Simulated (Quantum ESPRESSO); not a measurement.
# Hf (Pm-3m) in Quantum ESPRESSO: settings compared

One crystal, Hf, is run at these levels: LDA, PBE; tasks: phonons.

Everything below comes from runs of Quantum ESPRESSO 7.5. Logs are shortened: lines on timing, memory, paths and dates and some standing lists are left out, and cuts for length are marked.

### 1 The structure

The structure is cubic, space group Pm-3m (No. 221). Conventional cell: a = 2.914 Å, b = 2.914 Å, c = 2.914 Å, α = 90.00°, β = 90.00°, γ = 90.00°. Around Hf (site symmetry m-3m) lie 6 Hf at 2.91 Å.

The cell was built by a generator and needn't be a form met in nature.

### 2 Phonons, LDA

File pw.in:

```
&CONTROL
  calculation = 'scf'
  prefix = 'pwscf'
  outdir = './tmp'
  pseudo_dir = './pseudo'
  tprnfor = .true.
  tstress = .true.
  disk_io = 'low'
/
&SYSTEM
  ibrav = 0
  nat = 1
  ntyp = 1
  ecutwfc = 45
  ecutrho = 360
  nbnd = 12
  occupations = 'smearing'
  smearing = 'mv'
  degauss = 0.01469973
/
&ELECTRONS
  conv_thr = 2d-10
  electron_maxstep = 120
  mixing_beta = 0.5
/
ATOMIC_SPECIES
Hf   178.4900 hf_lda_v1.uspp.F.UPF
CELL_PARAMETERS bohr
   5.5063028792    0.0000000000    0.0000000000
   0.0000000000    5.5063028792    0.0000000000
   0.0000000000    0.0000000000    5.5063028792
ATOMIC_POSITIONS bohr
Hf     2.7531514396    2.7531514396    2.7531514396
K_POINTS automatic
9 9 9 0 0 0
```

File relax.in:

```
&CONTROL
  calculation = 'vc-relax'
  prefix = 'pwscf'
  outdir = './tmp'
  pseudo_dir = './pseudo'
  tprnfor = .true.
  tstress = .true.
  disk_io = 'low'
  nstep = 40
  forc_conv_thr = 0.0001
  etot_conv_thr = 1d-06
/
&SYSTEM
  ibrav = 0
  nat = 1
  ntyp = 1
  ecutwfc = 45
  ecutrho = 360
  nbnd = 12
  occupations = 'smearing'
  smearing = 'mv'
  degauss = 0.01469973
/
&ELECTRONS
  conv_thr = 2d-10
  electron_maxstep = 120
  mixing_beta = 0.5
/
&IONS
  ion_dynamics = 'bfgs'
/
&CELL
  cell_dynamics = 'bfgs'
  press = 0
  press_conv_thr = 0.2
/
ATOMIC_SPECIES
Hf   178.4900 hf_lda_v1.uspp.F.UPF
CELL_PARAMETERS bohr
   5.5063028792    0.0000000000    0.0000000000
   0.0000000000    5.5063028792    0.0000000000
   0.0000000000    0.0000000000    5.5063028792
ATOMIC_POSITIONS bohr
Hf     2.7531514396    2.7531514396    2.7531514396
K_POINTS automatic
9 9 9 0 0 0
```

File scf2.in:

```
&CONTROL
  calculation = 'scf'
  prefix = 'pwscf'
  outdir = './tmp'
  pseudo_dir = './pseudo'
  tprnfor = .true.
  tstress = .true.
  disk_io = 'low'
/
&SYSTEM
  ibrav = 0
  nat = 1
  ntyp = 1
  ecutwfc = 45
  ecutrho = 360
  nbnd = 12
  occupations = 'smearing'
  smearing = 'mv'
  degauss = 0.01469973
/
&ELECTRONS
  conv_thr = 1d-13
  electron_maxstep = 120
  mixing_beta = 0.5
  startingpot = 'file'
  startingwfc = 'file'
/
ATOMIC_SPECIES
Hf   178.4900 hf_lda_v1.uspp.F.UPF
CELL_PARAMETERS bohr
   5.3397583236    0.0000000000    0.0000000000
   0.0000000000    5.3397583236    0.0000000000
   0.0000000000    0.0000000000    5.3397583236
ATOMIC_POSITIONS bohr
Hf     2.6698791618    2.6698791618    2.6698791618
K_POINTS automatic
9 9 9 0 0 0
```

File ph.in:

```
phonons of Hf
&INPUTPH
  prefix = 'pwscf'
  outdir = './tmp'
  tr2_ph = 1d-18
  fildyn = 'dyn'
  niter_ph = 90
  alpha_mix(1) = 0.4
/
0.5000000000 0.5000000000 0.0000000000
```

Potentials or basis: GBRV 1.5 LDA.

Started as:

```console
OMP_NUM_THREADS=1 pw.x -in pw.in > pw.out
OMP_NUM_THREADS=1 pw.x -in relax.in > relax.out
OMP_NUM_THREADS=1 pw.x -in scf2.in > scf2.out
OMP_NUM_THREADS=1 ph.x -in ph.in > ph.out
```

pw.out:

```text
This program is part of the open-source Quantum ESPRESSO suite
     for quantum simulation of materials; please cite
         "P. Giannozzi et al., J. Phys.:Condens. Matter 21 395502 (2009);
         "P. Giannozzi et al., J. Phys.:Condens. Matter 29 465901 (2017);
         "P. Giannozzi et al., J. Chem. Phys. 152 154105 (2020);
     in publications or presentations arising from this work. More details at

     Message from routine setup:
     using ibrav=0 with symmetry is DISCOURAGED, use correct ibrav instead

     G-vector sticks info
     --------------------
     sticks:   dense  smooth     PW     G-vecs:    dense   smooth      PW
     Sum         869     437    137                19309     6859    1237

     Using Slab Decomposition

     bravais-lattice index     =            0
     lattice parameter (alat)  =       5.5063  a.u.
     unit-cell volume          =     166.9476 (a.u.)^3
     number of atoms/cell      =            1
     number of atomic types    =            1
     number of electrons       =        12.00
     number of Kohn-Sham states=           12
     kinetic-energy cutoff     =      45.0000  Ry
     charge density cutoff     =     360.0000  Ry
     scf convergence threshold =      2.0E-10
     mixing beta               =       0.5000
     number of iterations used =            8  plain     mixing
     Exchange-correlation= SLA  PZ   NOGX NOGC
                           (   1   1   0   0   0   0   0)

     celldm(1)=   5.506303  celldm(2)=   0.000000  celldm(3)=   0.000000
     celldm(4)=   0.000000  celldm(5)=   0.000000  celldm(6)=   0.000000

     crystal axes: (cart. coord. in units of alat)
               a(1) = (   1.000000   0.000000   0.000000 )
               a(2) = (   0.000000   1.000000   0.000000 )
               a(3) = (   0.000000   0.000000   1.000000 )

     reciprocal axes: (cart. coord. in units 2 pi/alat)
               b(1) = (  1.000000  0.000000  0.000000 )
               b(2) = (  0.000000  1.000000  0.000000 )
               b(3) = (  0.000000  0.000000  1.000000 )

     PseudoPot. # 1 for Hf read from file:
     hf_lda_v1.uspp.F.UPF
     Pseudo is Ultrasoft + core correction, Zval = 12.0
     Generated by new atomic code, or converted to UPF format
     Using radial grid of  921 points,  8 beta functions with:
                l(1) =   0
                l(2) =   0
                l(3) =   0
                l(4) =   1
                l(5) =   1
                l(6) =   2
                l(7) =   2
                l(8) =   3
     Q(r) pseudized with  6 coefficients,  rinner =    1.200   1.200   1.200
                                                       1.200   1.200   1.200
                                                       1.200

     atomic species   valence    mass     pseudopotential
     Hf               12.00   178.49000     Hf( 1.00)

     48 Sym. Ops., with inversion, found

   Cartesian axes

     site n.     atom                  positions (alat units)
         1        Hf     tau(   1) = (   0.5000000   0.5000000   0.5000000  )

     number of k points=    35  Marzari-Vanderbilt smearing, width (Ry)=  0.0147
                       cart. coord. in units 2pi/alat
        k(    1) = (   0.0000000   0.0000000   0.0000000), wk =   0.0027435
        k(    2) = (   0.0000000   0.0000000   0.1111111), wk =   0.0164609
        k(    3) = (   0.0000000   0.0000000   0.2222222), wk =   0.0164609
        k(    4) = (   0.0000000   0.0000000   0.3333333), wk =   0.0164609
        k(    5) = (   0.0000000   0.0000000   0.4444444), wk =   0.0164609
        k(    6) = (   0.0000000   0.1111111   0.1111111), wk =   0.0329218
[... 27 lines left out ...]
        k(   34) = (   0.3333333   0.4444444   0.4444444), wk =   0.0658436
        k(   35) = (   0.4444444   0.4444444   0.4444444), wk =   0.0219479

     Dense  grid:    19309 G-vectors     FFT dimensions: (  36,  36,  36)

     Smooth grid:     6859 G-vectors     FFT dimensions: (  24,  24,  24)

     Check: negative core charge=   -0.000002

     Initial potential from superposition of free atoms

     starting charge      10.0000, renormalised to      12.0000

     negative rho (up, down):  1.303E-01 0.000E+00
     Starting wfcs are   13 randomized atomic wfcs

     Self-consistent Calculation

     iteration #  1     ecut=    45.00 Ry     beta= 0.50
     Davidson diagonalization with overlap
     ethr =  1.00E-02,  avg # of iterations =  4.0

     negative rho (up, down):  1.128E-01 0.000E+00

     total energy              =    -158.20494646 Ry
     estimated scf accuracy    <       2.77084444 Ry

     iteration #  2     ecut=    45.00 Ry     beta= 0.50
     Davidson diagonalization with overlap
     ethr =  1.00E-02,  avg # of iterations =  2.0

     negative rho (up, down):  1.107E-01 0.000E+00

     total energy              =    -158.46988400 Ry
     estimated scf accuracy    <       0.11297093 Ry

     iteration #  3     ecut=    45.00 Ry     beta= 0.50
     Davidson diagonalization with overlap
     ethr =  9.41E-04,  avg # of iterations =  2.1

     negative rho (up, down):  1.117E-01 0.000E+00

     total energy              =    -158.49906338 Ry
     estimated scf accuracy    <       0.00440111 Ry

     iteration #  4     ecut=    45.00 Ry     beta= 0.50
     Davidson diagonalization with overlap
     ethr =  3.67E-05,  avg # of iterations =  2.6

     negative rho (up, down):  1.115E-01 0.000E+00

     total energy              =    -158.49936054 Ry
     estimated scf accuracy    <       0.00144552 Ry

     iteration #  5     ecut=    45.00 Ry     beta= 0.50
     Davidson diagonalization with overlap
     ethr =  1.20E-05,  avg # of iterations =  2.0

     negative rho (up, down):  1.115E-01 0.000E+00

     total energy              =    -158.49953316 Ry
     estimated scf accuracy    <       0.00004264 Ry
[... 37 lines left out ...]
     iteration # 10     ecut=    45.00 Ry     beta= 0.50
     Davidson diagonalization with overlap
     ethr =  2.51E-09,  avg # of iterations =  1.0

     negative rho (up, down):  1.115E-01 0.000E+00

     total energy              =    -158.49954607 Ry
     estimated scf accuracy    <       0.00000048 Ry

     iteration # 11     ecut=    45.00 Ry     beta= 0.50
     Davidson diagonalization with overlap
     ethr =  2.51E-09,  avg # of iterations =  2.0

     negative rho (up, down):  1.115E-01 0.000E+00

     total energy              =    -158.49954618 Ry
     estimated scf accuracy    <          6.3E-09 Ry

     iteration # 12     ecut=    45.00 Ry     beta= 0.50
     Davidson diagonalization with overlap
     ethr =  5.25E-11,  avg # of iterations =  1.8

     negative rho (up, down):  1.115E-01 0.000E+00

     total energy              =    -158.49954618 Ry
     estimated scf accuracy    <          2.3E-09 Ry

     iteration # 13     ecut=    45.00 Ry     beta= 0.50
     Davidson diagonalization with overlap
     ethr =  1.91E-11,  avg # of iterations =  1.4

     negative rho (up, down):  1.115E-01 0.000E+00

     End of self-consistent calculation

          k = 0.0000 0.0000 0.0000 (   847 PWs)   bands (ev):

   -49.2331 -17.4814 -17.4814 -17.4814   5.9223  10.9680  10.9680  18.8005
    18.8005  18.8005  25.1698  25.1698

          k = 0.0000 0.0000 0.1111 (   843 PWs)   bands (ev):

   -49.2261 -17.5979 -17.4716 -17.4716   6.2412  11.0601  11.2648  18.1895
    18.1895  18.8422  23.7269  25.9261

          k = 0.0000 0.0000 0.2222 (   844 PWs)   bands (ev):

   -49.2084 -17.8838 -17.4469 -17.4469   7.0780  11.3061  12.0038  17.0206
    17.0206  18.9495  21.7755  27.4816

          k = 0.0000 0.0000 0.3333 (   852 PWs)   bands (ev):

   -49.1882 -18.1944 -17.4186 -17.4186   8.1568  11.6113  12.5820  16.0161
    16.0161  19.0751  21.0008  26.1494

          k = 0.0000 0.0000 0.4444 (   848 PWs)   bands (ev):

   -49.1749 -18.3896 -17.4000 -17.4000   9.0662  11.8286  12.4740  15.4641
    15.4641  19.1594  21.6890  25.1455

          k = 0.0000 0.1111 0.1111 (   843 PWs)   bands (ev):

   -49.2191 -17.5935 -17.5814 -17.4620   6.5601  11.2513  11.4661  17.5034
    18.0946  18.4052  24.2708  24.6755

          k = 0.0000 0.1111 0.2222 (   843 PWs)   bands (ev):

   -49.2015 -17.8720 -17.5607 -17.4373   7.3938  11.5305  12.1697  16.2992
    17.0683  18.4222  22.4595  25.8233

          k = 0.0000 0.1111 0.3333 (   845 PWs)   bands (ev):

   -49.1813 -18.1809 -17.5305 -17.4091   8.4716  11.8385  12.5742  15.6374
    16.0855  18.5648  21.4197  26.5846

          k = 0.0000 0.1111 0.4444 (   847 PWs)   bands (ev):

   -49.1681 -18.3751 -17.5107 -17.3907   9.4231  12.0053  12.1956  15.5403
    15.6001  18.6644  21.7547  25.7758
[... 101 lines left out ...]
          k = 0.2222 0.3333 0.4444 (   851 PWs)   bands (ev):

   -49.1073 -18.2470 -18.0358 -17.7106  10.5561  12.5909  12.9936  14.5286
    16.5963  18.9382  22.7818  23.9154

          k = 0.2222 0.4444 0.4444 (   855 PWs)   bands (ev):

   -49.0944 -18.2213 -18.2185 -17.6894  10.2066  12.8133  13.0130  14.2181
    19.0840  19.4177  22.2594  22.8898

          k = 0.3333 0.3333 0.3333 (   856 PWs)   bands (ev):

   -49.1006 -18.0410 -18.0148 -18.0148  10.7643  12.4711  12.4711  16.5123
    16.5123  16.7955  22.8964  26.3898

          k = 0.3333 0.3333 0.4444 (   856 PWs)   bands (ev):

   -49.0878 -18.2071 -18.0071 -17.9905  10.8221  11.9345  12.3017  16.5991
    16.8540  19.6891  22.0197  23.5837

          k = 0.3333 0.4444 0.4444 (   865 PWs)   bands (ev):

   -49.0751 -18.1821 -18.1794 -17.9746  10.7091  11.7879  11.8645  16.8293
    19.6255  20.3500  21.0026  23.1566

          k = 0.4444 0.4444 0.4444 (   870 PWs)   bands (ev):

   -49.0624 -18.1575 -18.1536 -18.1536  11.0458  11.2611  11.2611  19.8504
    19.8504  19.8646  21.1050  23.7351

     the Fermi energy is    12.3182 ev

!    total energy              =    -158.49954618 Ry
     estimated scf accuracy    <          7.9E-11 Ry
     smearing contrib. (-TS)   =       0.00021246 Ry
     internal energy E=F+TS    =    -158.49975864 Ry

     The total energy is F=E-TS. E is the sum of the following terms:
     one-electron contribution =     -25.14594324 Ry
     hartree contribution      =      16.08751453 Ry
     xc contribution           =     -75.24075542 Ry
     ewald contribution        =     -74.20057451 Ry

     convergence has been achieved in  13 iterations

     negative rho (up, down):  1.115E-01 0.000E+00

     Forces acting on atoms (cartesian axes, Ry/au):

     atom    1 type  1   force =     0.00000000    0.00000000    0.00000000

     Total force =     0.000000     Total SCF correction =     0.000000

     Computing stress (Cartesian axis) and pressure

     negative rho (up, down):  1.115E-01 0.000E+00
          total   stress  (Ry/bohr**3)                   (kbar)     P=      -68.52
  -0.00046581   0.00000000   0.00000000          -68.52        0.00        0.00
   0.00000000  -0.00046581   0.00000000            0.00      -68.52        0.00
   0.00000000   0.00000000  -0.00046581            0.00        0.00      -68.52

=------------------------------------------------------------------------------=
   JOB DONE.
=------------------------------------------------------------------------------=
```

Wall time 1.8 min (1 thread of Arm Neoverse V2, shared host); peak memory 0.16 GiB.

Results:

| Property | Result |
| --- | --- |
| Free energy | -2156.5422 eV |
| Relaxed volume | 22.56 Å³/atom |
| Relaxed cell | a = 2.826 Å, b = 2.826 Å, c = 2.826 Å, α = 90.00°, β = 90.00°, γ = 90.00° |
| Space group after relaxing (to 0.05 Å) | Pm-3m (No. 221) |
| Pressure after relaxing | -0.2 GPa |
| Band gap on the k mesh | none (metal or under the smearing width) |
| Highest phonon frequency at the q point run | 116 cm⁻¹ |
| Most unstable mode | 95i cm⁻¹ |

Step by step:
```tsv
step	energy change (eV)	largest force (eV/Å)	pressure (GPa)	volume (Å³)
1	0.0000	0.0000	-6.85	24.74
2	-0.0301	0.0000	-4.43	23.88
3	-0.0489	0.0000	-0.30	22.64
4	-0.0489	0.0000	0.02	22.56
5	-0.0489	0.0000	0.00	22.56
```

Final structure:
```
Hf
1.0
     2.82568    0.00000    0.00000
     0.00000    2.82568    0.00000
     0.00000    0.00000    2.82568
Hf
1
Direct
  0.50000 0.50000 0.50000
```

Levels at points of the mesh, in eV from the Fermi level:
| k point | band 3 | band 4 | band 5 | band 6 | band 7 | band 8 | band 9 | band 10 |
| --- | --- | --- | --- | --- | --- | --- | --- | --- |
| (0.00, 0.00, 0.00) | -29.51 | -29.51 | -6.67 | -1.58 | -1.58 | 7.16 | 7.16 | 7.16 |

Phonon frequencies in cm⁻¹ (negative: imaginary):
```
              q point  frequencies
(0.500, 0.500, 0.000)  -95 116 116
```

Phonon modes at q = (0.500, 0.500, 0.000) in reciprocal lattice units:
```csv
mode,symmetry,cm⁻¹
1,B_1u,-95
2,E_u,116
3,E_u,116
```

Caveat: the mesh is thin for the phonons of a metal; some modes are imaginary; the q point doesn't lie on the k mesh, which can shift a metal's frequencies strongly unless the mesh is converged. The run has no spin-orbit coupling, so splittings on Hf are missing.

(Part 1 of 2 ends here.)
